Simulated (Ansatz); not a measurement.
## Sb₂S₃: do the settings matter for the field gradients?

This input was run with Ansatz:

```yaml
crystal:
  lattice:
    - [11.311, 0.0, 0.0]
    - [0.0, 3.8389, 0.0]
    - [0.0, 0.0, 11.223]
  atoms:
    - { symbol: Sb, position: [0.47061, 0.25, 0.32595] }
    - { symbol: Sb, position: [0.02939, 0.75, 0.82595] }
    - { symbol: Sb, position: [0.97061, 0.25, 0.17405] }
    - { symbol: Sb, position: [0.52939, 0.75, 0.67405] }
    - { symbol: Sb, position: [0.35059, 0.75, 0.03602] }
    - { symbol: Sb, position: [0.14941, 0.25, 0.53602] }
    - { symbol: Sb, position: [0.85059, 0.75, 0.46398] }
    - { symbol: Sb, position: [0.64941, 0.25, 0.96398] }
    - { symbol: S, position: [0.29214, 0.25, 0.19181] }
    - { symbol: S, position: [0.20786, 0.75, 0.69181] }
    - { symbol: S, position: [0.79214, 0.25, 0.30819] }
    - { symbol: S, position: [0.70786, 0.75, 0.80819] }
    - { symbol: S, position: [0.5498, 0.75, 0.123] }
    - { symbol: S, position: [0.9502, 0.25, 0.623] }
    - { symbol: S, position: [0.0498, 0.75, 0.377] }
    - { symbol: S, position: [0.4502, 0.25, 0.877] }
    - { symbol: S, position: [0.3751, 0.75, 0.4389] }
    - { symbol: S, position: [0.1249, 0.25, 0.9389] }
    - { symbol: S, position: [0.8751, 0.75, 0.0611] }
    - { symbol: S, position: [0.6249, 0.25, 0.5611] }
kpoints:
  mp_grid: { grid: [3, 6, 4] }
scf:
  occupations: { method: fermi_dirac, width: 0.02 }
  max_iter: 80
hamiltonian:
  xc: pbe
  pseudopotentials: { kind: paw }
output:
  forces: true
  stress: true
  populations: true
  efg:
    quadrupole_moments_barn: { Sb: -0.543, S: -0.0694 }
    contact_densities: true
```

```sh
ansatz run input.yaml --threads 1 --pin off --max-ram 3072MiB --backend cpu --events-out ev --progress --plain --runs-dir out
```

It converged. Of its output the block on the nuclei alone is shown, without the SCF iterations, energies, forces and stress (one atom of each set):

```
--- PAW observables at the nuclei: V_zz in 10²¹ V/m², potentials from the cell's mean, atoms counted from 1 ---
  atom   1  Sb V_zz =   -15.971379   η = 0.3627   by run symmetry: allowed   C_q = +209.6991 MHz
            electrostatic potential = -8406.275217 V   contact ρ = 1350175.835197 e/Å³
  atom   5  Sb V_zz =   -20.152010   η = 0.0280   by run symmetry: allowed   C_q = +264.5895 MHz
            electrostatic potential = -8406.303481 V   contact ρ = 1350181.881739 e/Å³
  atom   9  S  V_zz =    +4.951197   η = 0.7867   by run symmetry: allowed   C_q = -8.3085 MHz
            electrostatic potential = -1634.285092 V   contact ρ = 19771.948553 e/Å³
  atom  13  S  V_zz =    +6.709760   η = 0.7831   by run symmetry: allowed   C_q = -11.2595 MHz
            electrostatic potential = -1634.363148 V   contact ρ = 19771.422693 e/Å³
  atom  17  S  V_zz =   -13.286992   η = 0.4118   by run symmetry: allowed   C_q = +22.2967 MHz
            electrostatic potential = -1634.407074 V   contact ρ = 19771.279331 e/Å³
```

Q: Can these gradients be trusted, and how do they compare with a run on standard settings?

A: They agree with the standard run. Against the standard input the change is `kpoints.mp_grid.grid`: [3, 7, 3] → [3, 6, 4]; `scf.max_iter`: not typed → 80. A site carries the number of its first atom; V_zz in 10²¹ V/m².

| site | V_zz standard | η standard | V_zz here | η here |
| --- | --- | --- | --- | --- |
| Sb1 | -15.98 | 0.36 | -15.97 | 0.36 |
| Sb5 | -20.2 | 0.02 | -20.2 | 0.03 |
| S9 | 4.93 | 0.80 | 4.95 | 0.79 |
| S13 | 6.71 | 0.77 | 6.71 | 0.78 |
| S17 | -13.28 | 0.41 | -13.29 | 0.41 |

No V_zz moves by more than 0.03. SCF iterations: 8 and 8.

On the reference run: The largest force is 0.3 eV/Å, so the atoms aren't at the calculated equilibrium and relaxing them would move these values. Without spin–orbit coupling (the program notes it for Sb) the gradients are little affected as a rule: paired runs on crystals with a gap mostly move them by under 2 % at such atoms. With these PAW files V_zz is typically within 2 to 3 % of all-electron values, but misses above 10 % occur on Sb.
